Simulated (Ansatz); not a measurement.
**SiO₂ (I4/mmm) under several functionals**

Plane-wave DFT in Ansatz with scalar-relativistic PAW potentials. The same structure was relaxed (cell and atoms, symmetry kept) in separate runs at each level. This form isn't the usual stable structure of the compound. No spin polarisation.

**Question.** How do the levels LDA, PBEsol, r2SCAN compare?

**Answer.**
| level | cutoff (eV) | k mesh | V (Å³/atom) | a (Å) | c (Å) | gap (eV) | B0 (GPa) |
| --- | --- | --- | --- | --- | --- | --- | --- |
| LDA | 420 | 6×6×6 | 17.252 | 8.911 | 5.215 | 5.35 | 134 |
| r2SCAN | 500 | 6×6×6 | 17.417 | 8.939 | 5.231 | 6.08 | – |
| PBEsol | 420 | 6×6×6 | 17.609 | 8.971 | 5.251 | 5.48 | – |

The usual order of volumes, LDA < PBEsol, holds here (17.252, 17.609 Å³/atom). As a rule LDA overbinds; PBEsol, built on the gradient expansion of slowly varying densities, lies between LDA and PBE. Each gap belongs to its own cell, so it mixes the functional's effect with that of the volume; gaps are the least found on the k mesh or on a band path.